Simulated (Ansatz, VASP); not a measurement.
**One calculation of Ru, two programs**

File INCAR:

```
SYSTEM = Ru
PREC = Accurate ; ENCUT = 520
EDIFF = 1E-7 ; ISMEAR = 0
SIGMA = 0.15 ; LREAL = .False.
LASPH = .True. ; NELM = 80
ALGO = Normal ; ISIF = 2
LWAVE = .False. ; LCHARG = .False.
GGA = PS ; NBANDS = 21
```

The input KPOINTS:

```
regular mesh
0
Gamma
  18 18 10
  0 0 0
```

The input POSCAR:

```
Ru
1.0
    2.7650000000      0.0000000000      0.0000000000
   -1.3825000000      2.3945602415      0.0000000000
    0.0000000000      0.0000000000      4.0483000000
Ru
2
Direct
    0.3333333333      0.6666666667      0.2500000000
    0.6666666667      0.3333333333      0.7500000000
```

Input for Ansatz:

```yaml
crystal:
  lattice:
    - [2.765, 0.0, 0.0]
    - [-1.3825, 2.3945602415, 0.0]
    - [0.0, 0.0, 4.0483]
  atoms:
    - { symbol: Ru, position: [0.3333333333, 0.6666666667, 0.25] }
    - { symbol: Ru, position: [0.6666666667, 0.3333333333, 0.75] }
basis:
  ecutwfc: 420
kpoints:
  mp_grid: { grid: [18, 18, 10] }
hamiltonian:
  xc: pbesol
  pseudopotentials: { kind: paw, azcp: { folder: soft_1 } }
scf:
  occupations: { method: gaussian, width: 0.15 }
output:
  forces: true
  stress: true
  eigenvalues: true
  write_density: true
  write_potential: true
  elf: true
  volumetric_format: npy
```

Alike in both runs: task single point; functional PBEsol; k mesh 18 × 18 × 10; occupations gaussian, width 0.15 eV; no spin polarisation.

|  | VASP | Ansatz |
| --- | --- | --- |
| version | VASP 6.6.1 | Ansatz 0.2.0 |
| potentials or method | VASP PAW PBE potentials, release 64 (Ru_pv) | scalar-relativistic, plane waves, PAW |
| plane-wave cutoff (eV) | 520 | 420 |
| valence electrons in the cell | 28 | 32 |

Ansatz gave:

| Item | Value |
| --- | --- |
| gap on the k mesh at the Fermi level (eV) | none |
| pressure (GPa) | 1.2 |
| largest component of the traceless stress (GPa) | 22.79 |

Q: Estimate VASP's values.

A: gap on the k mesh at the Fermi level (eV): none; pressure (GPa): 1.1; largest component of the traceless stress (GPa): 22.76.

A gap of «none» marks a metal or a gap that the smearing closes. The two sets of potentials don't hold the same shells in valence. Ansatz warned: «pseudo_functional_mismatch».

Caveats: the PAW data sets were made with another functional, which shifts forces and pressure a little (VASP).
